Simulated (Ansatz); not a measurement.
**Lutetium, bcc under RPBE: from relaxation to bulk modulus**

The plan for lutetium in the bcc structure: relax it, solve it on a dense k-mesh, then scale the cell to 7 volumes from 88 to 112 % of the relaxed one and try a fit of the equation of state. Spin polarisation is left out. The k-meshes are 11×11×11 for the relaxation; 18×18×18 for the dense run; 13×13×13 for the volumes.

This is Lu in the bcc structure; at room conditions it is hcp.

Program: Ansatz 0.2.0. Level of theory: DFT RPBE, plane waves (420 eV) with PAW, scalar-relativistic; the PAW data stem from PBE, with regenerated cores. These are calculated values, not measurements.

## Step 1: The system as given

The structure is cubic, space group Im-3m (No. 229). Conventional cell: a = 3.893 Å, b = 3.893 Å, c = 3.893 Å, α = 90.00°, β = 90.00°, γ = 90.00°. Around Lu (site symmetry m-3m) lie 8 Lu at 3.37 Å.

As a file:

```
Lu
1.0
    -1.94642    1.94642    1.94642
     1.94642   -1.94642    1.94642
     1.94642    1.94642   -1.94642
Lu
1
Direct
  0.00000 0.00000 0.00000
```

## Step 2: Relaxation of the cell

Input file input.yaml:

```yaml
crystal:
  lattice:
    - [-1.9464185914, 1.9464185914, 1.9464185914]
    - [1.9464185914, -1.9464185914, 1.9464185914]
    - [1.9464185914, 1.9464185914, -1.9464185914]
  atoms:
    - { symbol: Lu, position: [0.0, 0.0, 0.0] }
hamiltonian:
  xc: rpbe
  pseudopotentials:
    kind: paw
    azcp:
      Lu: "pseudopotentials/Lu.paw.azcp"
basis:
  ecutwfc: 420
  fft_grid_basis: typed
kpoints:
  mp_grid: { grid: [11, 11, 11], shift: [0, 0, 0] }
magnetization:
  spin_polarized: false
scf:
  occupations: { method: fermi_dirac, width: 0.1 }
relax:
  max_steps: 60
  f_tol: 0.01
  cell: {}
output:
  write_density: true
  write_potential: true
  elf: true
  volumetric_format: npy
```

Further steps of the session: Dense single point; At 88 % of the relaxed volume; At 92 % of the relaxed volume; At 96 % of the relaxed volume; At 100 % of the relaxed volume; At 104 % of the relaxed volume; At 108 % of the relaxed volume; At 112 % of the relaxed volume.

Q: Predict the outcome of this session. Wanted: space group; conventional cell; volume; shortest distance; gap on the mesh; relative to hcp; V₀, B₀, B₀′.

The runs gave:

| quantity | value |
| --- | --- |
| space group (spins left aside) | Im-3m (No. 229) |
| conventional cell | a = 3.964 Å |
| volume | 31.142 Å³/atom |
| shortest distance | 3.433 Å |
| gap on the mesh | none (levels filled in part) |
| relative to hcp | +127 meV/atom |
| V₀, B₀, B₀′ | 31.084 Å³/atom, 40 GPa, 3.2 |

In words: From the guessed start the volume grew by 5.6 % in 4 steps. Against the reference form of lutetium (hcp, computed apart with the same settings) it stands 127 meV/atom higher. Levels at the Fermi energy are filled in part, as in a metal. B₀ comes out at 40 GPa. The symmetry was held, so the structure may be unstable against distortions that break it.
